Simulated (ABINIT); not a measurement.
# MoS2 (R-3m) in ABINIT: relaxation of cell and atoms with r2SCAN

Aim: the relaxation of cell and atoms of MoS2 with r2SCAN.

Everything below comes from runs of ABINIT 10.8.3 (patched build). Logs are shortened: lines on timing, memory, paths and dates and some standing lists are left out, and cuts for length are marked. The log counts tension as positive stress, the text compression.

## 1. Starting point

It takes space group R-3m (No. 166, trigonal). The conventional cell has a = 3.171 Å, b = 3.171 Å, c = 18.345 Å, α = 90.00°, β = 90.00°, γ = 120.00°. Mo (site symmetry -3m) is surrounded by 6 S at 2.39 Å. S (site symmetry 3m) has 3 Mo at 2.39 Å as nearest neighbours.

Measurements of this composition are mostly on another form, of space group No. 194.

## 2. Relaxation of cell and atoms, r2SCAN

run.abi reads:

```
# Pseudopotentials
pp_dirpath "./"
pseudos "Mo.GGA_PBE-JTH.xml, S.GGA_PBE-JTH.xml"

# Structure
acell 12.0624537624 12.0624537624 12.0624537624
rprim
     0.2483873372     0.1434064960     0.9579865905
    -0.2483873372     0.1434064960     0.9579865905
     0.0000000000    -0.2868129920     0.9579865905
ntypat 2
znucl 42 16
natom 3
typat 1 2 2
xcart
     0.0000000000     0.0000000000     0.0000000000
     0.0000000000     0.0000000000     8.6667517148
     0.0000000000     0.0000000000    26.0002551444
chkprim 0
chksymtnons 0
tolsym 1.0e-6

# Plane-wave basis
ecut 24.0
pawecutdg 46.0

# k points
kptopt 1
ngkpt 7 7 7
nshiftk 1
shiftk 0.0 0.0 0.0

# Exchange and correlation
ixc -497498
usekden 1
pawxcdev 0

# Bands and occupations
nband 17
occopt 3
tsmear 0.00183747

# SCF cycle
nstep 100
tolvrs 1.0e-7

# Output
iomode 3
prtwf 0
prtden 0
prteig 0
prtebands 0
enunit 1

# Relaxation
ionmov 2
ntime 60
tolmxf 0.0005
optcell 2
dilatmx 1.08
ecutsm 0.5
```

Potentials or basis: JTH PAW PBE v2.0.

Command:

```
$ mpirun --bind-to none -np 4 abinit run.abi > log 2>&1
```

run.abo:

```text
.Version 10.8.3 of ABINIT
 Symmetries : space group R-3 m (#166); Bravais hR (rhombohedral)
================================================================================
 Values of the parameters that define the memory need of the present run
     intxc =       0    ionmov =       2      iscf =      17    lmnmax =      18
     lnmax =       6     mgfft =      60  mpssoang =       3    mqgrid =    3001
     natom =       3  nloc_mem =       2    nspden =       1   nspinor =       1
    nsppol =       1      nsym =      12    n1xccc =       1    ntypat =       2
    occopt =       3   xclevel =       2
       mpw =        2564          nfft =      216000          nkpt =          44
Pmy_natom=         1
 PAW method is used; the additional fine FFT grid is defined by:
   mgfftf=        80    nfftf =    512000
================================================================================
================================================================================

--------------------------------------------------------------------------------
------------- Echo of variables that govern the present computation ------------
--------------------------------------------------------------------------------
 -outvars: echo values of preprocessed input variables --------
            acell      1.2062453762E+01  1.2062453762E+01  1.2062453762E+01 Bohr
              amu      9.59400000E+01  3.20660000E+01
          chkprim           0
      chksymtnons           0
          dilatmx      1.08000000E+00
             ecut      2.40000000E+01 Hartree
           ecutsm      5.00000000E-01 Hartree
           enunit           1
           ionmov           2
              ixc     -497498
         kptrlatt        7    0    0      0    7    0      0    0    7
          kptrlen      4.19462508E+01
            natom           3
            nband          17
            ngfft          60      60      60
          ngfftdg          80      80      80
             nkpt          44
            nstep         100
             nsym          12
            ntime          60
           ntypat           2
           occopt           3
          optcell           2
        pawecutdg      4.60000000E+01 Hartree
         pawxcdev           0
           prtden           0
        prtebands           0
           prteig           0
          prtkden           1
            prtwf           0
            rprim      2.4838733720E-01  1.4340649600E-01  9.5798659050E-01
                      -2.4838733720E-01  1.4340649600E-01  9.5798659050E-01
                       0.0000000000E+00 -2.8681299200E-01  9.5798659050E-01
          spgroup         166
           tolmxf      5.00000000E-04
           tolsym      1.00000000E-06
           tolvrs      1.00000000E-07
           tsmear      1.83747000E-03 Hartree
            typat      1  2  2
          usekden           1
           useylm           1
           xangst      0.0000000000E+00  0.0000000000E+00  0.0000000000E+00
                      -9.3313557668E-18  3.0004785104E-18  4.5862474968E+00
                       8.2374722180E-17  1.1130327746E-16  1.3758742491E+01
            xcart      0.0000000000E+00  0.0000000000E+00  0.0000000000E+00
                      -1.7633706783E-17  5.6700826314E-18  8.6667517146E+00
                       1.5566566462E-16  2.1033271132E-16  2.6000255144E+01
             xred      0.0000000000E+00  0.0000000000E+00  0.0000000000E+00
                       2.5000000000E-01  2.5000000000E-01  2.5000000000E-01
                       7.5000000000E-01  7.5000000000E-01  7.5000000000E-01
            znucl       42.00000   16.00000

================================================================================

 chkinp: Checking input parameters for consistency.

================================================================================
== DATASET  1 ==================================================================

--- !DatasetInfo
iteration_state: {dtset: 1, }
dimensions: {natom: 3, nkpt: 44, mband: 17, nsppol: 1, nspinor: 1, nspden: 1, mpw: 2564, }
cutoff_energies: {ecut:  24.0, pawecutdg:  46.0, }
electrons: {nelect:   2.60000000E+01, charge:   0.00000000E+00, occopt:   3.00000000E+00, tsmear:   1.83747000E-03, }
meta: {optdriver: 0, ionmov: 2, optcell: 2, iscf: 17, paral_kgb: 0, }
...

 Real(R)+Recip(G) space primitive vectors, cartesian coordinates (Bohr,Bohr^-1):
 R(1)=  2.9961608  1.7298342 11.5556690  G(1)=  0.1668802  0.0963483  0.0288459
[... 26 lines left out ...]
 basis_size (lnmax)=  4 (lmn_size=  8), orbitals=   0   0   1   1
 Spheres core radius: rc_sph= 1.90380259
 Shapefunction is SIN type: shapef(r)=[sin(pi*r/rshp)/(pi*r/rshp)]**2
 Radius for shape functions =  1.40128485
 Compensation charge density is not taken into account in XC energy/potential

   8.88596673E+02                                ecore*ucvol(ha*bohr**3)
--------------------------------------------------------------------------------

================================================================================

=== [ionmov= 2] Broyden-Fletcher-Goldfarb-Shanno method (forces)
================================================================================

--- Iteration: ( 1/60) Internal Cycle: (1/1)
--------------------------------------------------------------------------------

---SELF-CONSISTENT-FIELD CONVERGENCE--------------------------------------------
[... 1359 lines left out ...]
 Difference of energy with previous step (new-old):
           Absolute (Ha)=-4.56636E-06
           Relative     =-6.45730E-08

 At Broyd/MD step  12, gradients are converged :
  max grad (force/stress) = 4.9374E-04 < tolmxf= 5.0000E-04 ha/bohr (free atoms)

================================================================================

 ----iterations are completed or convergence reached----

 Mean square residual over all n,k,spin=   26.367E-13; max=  28.769E-11
 reduced coordinates (array xred) for    3 atoms
       0.000000000000      0.000000000000      0.000000000000
       0.250799657681      0.250799657681      0.250799657681
       0.749200342319      0.749200342319      0.749200342319
 rms dE/dt=  3.0948E-03; max dE/dt=  3.7903E-03; dE/dt below (all hartree)
    1       0.000000000000      0.000000000000      0.000000000000
    2       0.003790308750      0.003790308750      0.003790308750
    3      -0.003790308750     -0.003790308750     -0.003790308750

 cartesian coordinates (angstrom) at end:
    1      0.00000000000000     0.00000000000000     0.00000000000000
    2     -0.00000000000000     0.00000000000000     4.72501370594188
    3     -0.00000000000000     0.00000000000000    14.11477957618218

 cartesian forces (hartree/bohr) at end:
    1      0.00000000000000    -0.00000000000000     0.00000000000000
    2      0.00000000000000     0.00000000000000    -0.00031938965279
    3     -0.00000000000000    -0.00000000000000     0.00031938965279
 frms,max,avg= 1.5056173E-04 3.1938965E-04   0.000E+00  0.000E+00  0.000E+00 h/b

 cartesian forces (eV/Angstrom) at end:
    1      0.00000000000000    -0.00000000000000     0.00000000000000
    2      0.00000000000000     0.00000000000000    -0.01642367628801
    3     -0.00000000000000    -0.00000000000000     0.01642367628801
 frms,max,avg= 7.7421953E-03 1.6423676E-02   0.000E+00  0.000E+00  0.000E+00 e/A
 length scales= 12.377282103677 12.377282103677 12.377282103699 bohr
              =  6.549775617740  6.549775617740  6.549775617752 angstroms
 Fermi (or HOMO) energy (eV) =   7.84624   Average Vxc (eV)= -11.14892
 Eigenvalues (   eV  ) for nkpt=  44  k points:
 kpt#   1, nband= 17, wtk=  0.00292, kpt=  0.0000  0.0000  0.0000 (reduced coord)
 -56.15929  -29.43937  -29.39757  -29.39757   -7.85164   -6.33813    0.75708    3.52026
   3.52026    5.76628    6.60899    6.71944    6.71944    7.36161    7.36161   11.05565
  11.05565
 prteigrs : prtvol=0 or 1, do not print more k-points.

--- !EnergyTerms
iteration_state     : {dtset: 1, itime: 12, icycle: 1, }
comment             : Components of total free energy in Hartree
kinetic             :  1.85223168873647E+01
hartree             :  2.96446769971905E+01
xc                  : -1.09037448843890E+01
Ewald energy        : -5.78234084913723E+01
psp_core            :  2.33115407485037E+00
local_psp           : -8.36248494131413E+01
PAW spherical_terms :  3.11381328356267E+01
internal            : -7.07157219938704E+01
'-kT*entropy'       : -5.59232606521217E-04
total_energy        : -7.07162812264770E+01
total_energy_eV     : -1.92428804233308E+03
...

--- !EnergyTermsDC
iteration_state     : {dtset: 1, itime: 12, icycle: 1, }
comment             : '"Double-counting" decomposition of free energy'
band_energy         : -9.53352996664295E+00
Ewald energy        : -5.78234084913723E+01
psp_core            :  2.33115407485037E+00
xc_dc               : -2.75008284232527E+01
PAW spherical_terms :  2.18108971430787E+01
internal            : -7.07157156633389E+01
'-kT*entropy'       : -5.59232606521217E-04
total_energy_dc     : -7.07162748959454E+01
total_energy_dc_eV  : -1.92428787007054E+03
...

--- !EnergyTermsWithPAWCore
iteration_state     : {dtset: 1, itime: 12, icycle: 1, }
comment             : 'Components of total free energy, including PAW core contributions'
Total energy        : -4.84818815017907E+03
Total energy DC     : -4.84818814384853E+03
Total energy (eV)   : -1.31925920347711E+05
Total energy DC (eV): -1.31925920175448E+05
...

 rms coord change=  6.5292E-04   atom, delta coord (reduced):
     1        0.000000000000      0.000000000000      0.000000000000
     2        0.000799657685      0.000799657685      0.000799657685
     3       -0.000799657685     -0.000799657685     -0.000799657685

 Cartesian components of stress tensor (hartree/bohr^3)
  sigma(1 1)= -3.12047512E-06  sigma(3 2)=  0.00000000E+00
  sigma(2 2)= -3.12047548E-06  sigma(3 1)=  0.00000000E+00
  sigma(3 3)= -4.93738353E-06  sigma(2 1)=  0.00000000E+00

-Cartesian components of stress tensor (GPa)         [Pressure=  1.0963E-01 GPa]
- sigma(1 1)= -9.18075476E-02  sigma(3 2)=  0.00000000E+00
- sigma(2 2)= -9.18075583E-02  sigma(3 1)=  0.00000000E+00
- sigma(3 3)= -1.45262839E-01  sigma(2 1)=  0.00000000E+00

== END DATASET(S) ==============================================================
================================================================================

 -outvars: echo values of variables after computation  --------
            acell      1.2377282104E+01  1.2377282104E+01  1.2377282104E+01 Bohr
           etotal     -7.0716274896E+01
            fcart      2.3736918926E-20 -0.0000000000E+00  1.8070036208E-20
                       9.1828073988E-20  3.0958070221E-20 -3.1938965279E-04
                      -1.1556499291E-19 -3.0958070221E-20  3.1938965279E-04
            rprim      2.4601941312E-01  1.4203937439E-01  9.5880095145E-01
                      -2.4601941312E-01  1.4203937439E-01  9.5880095145E-01
                       0.0000000000E+00 -2.8407874878E-01  9.5880095144E-01
           strten     -3.1204751172E-06 -3.1204754825E-06 -4.9373835317E-06
                       0.0000000000E+00  0.0000000000E+00  0.0000000000E+00
           xangst      0.0000000000E+00  0.0000000000E+00  0.0000000000E+00
                      -8.7543120876E-18  1.4293682620E-17  4.7250137059E+00
                      -1.1139343999E-16  1.6028776443E-17  1.4114779576E+01
             xred      0.0000000000E+00  0.0000000000E+00  0.0000000000E+00
                       2.5079965768E-01  2.5079965768E-01  2.5079965768E-01
                       7.4920034232E-01  7.4920034232E-01  7.4920034232E-01
 Calculation completed.
```

Wall time 35 min (4 MPI ranks of Arm Neoverse V1, shared host); peak memory 1.5 GiB.

What came out:

* Free energy: -1924.2879 eV
* Relaxed volume: 18.83 Å³/atom
* Relaxed cell: a = 6.550 Å, b = 6.550 Å, c = 6.550 Å, α = 28.48°, β = 28.48°, γ = 28.48°
* Space group after relaxing (to 0.05 Å): R-3m (No. 166)
* Energy gained by relaxing: 22.0 meV/atom
* Ionic steps: 12
* Pressure after relaxing: 0.1 GPa
* Largest force after relaxing: 0.016 eV/Å
* Band gap on the k mesh: none (metal or under the smearing width)
* Valence electrons inside the program's atomic spheres: Mo 11.22; S 3.58

Forces in eV/Å, atoms in the order of the input:
```
Mo   0.000  0.000  0.000
S    0.000  0.000 -0.016
S    0.000  0.000  0.016
```

Step by step:
| step | energy change (eV) | largest force (eV/Å) | pressure (GPa) | volume (Å³) |
| --- | --- | --- | --- | --- |
| 1 | 0.0000 | 0.8550 | 7.91 | 53.25 |
| 2 | -0.0539 | 0.2579 | 3.05 | 54.55 |
| 3 | -0.0635 | 0.0705 | 0.37 | 55.39 |
| 4 | -0.0638 | 0.0875 | 0.15 | 55.50 |
| 5 | -0.0645 | 0.0889 | -0.16 | 55.75 |
| 6 | -0.0649 | 0.0591 | -0.16 | 55.88 |
| 7 | -0.0650 | 0.0268 | -0.03 | 55.91 |
| 8 | -0.0651 | 0.0046 | 0.08 | 55.93 |
| 9 | -0.0653 | 0.0203 | 0.23 | 55.98 |
| 10 | -0.0657 | 0.0437 | 0.34 | 56.13 |
| 11 | -0.0659 | 0.0419 | 0.29 | 56.34 |
| 12 | -0.0661 | 0.0164 | 0.11 | 56.49 |

Final structure:
```
Mo S
1.0
     1.61137    0.93033    6.27993
    -1.61137    0.93033    6.27993
     0.00000   -1.86065    6.27993
Mo S
1 2
Direct
  0.00000 0.00000 0.00000
  0.25080 0.25080 0.25080
  0.74920 0.74920 0.74920
```

Caveat: totals of a meta-GGA on PAW files have another zero than those of a GGA; the PAW data sets were made with another functional, which shifts forces and pressure a little.
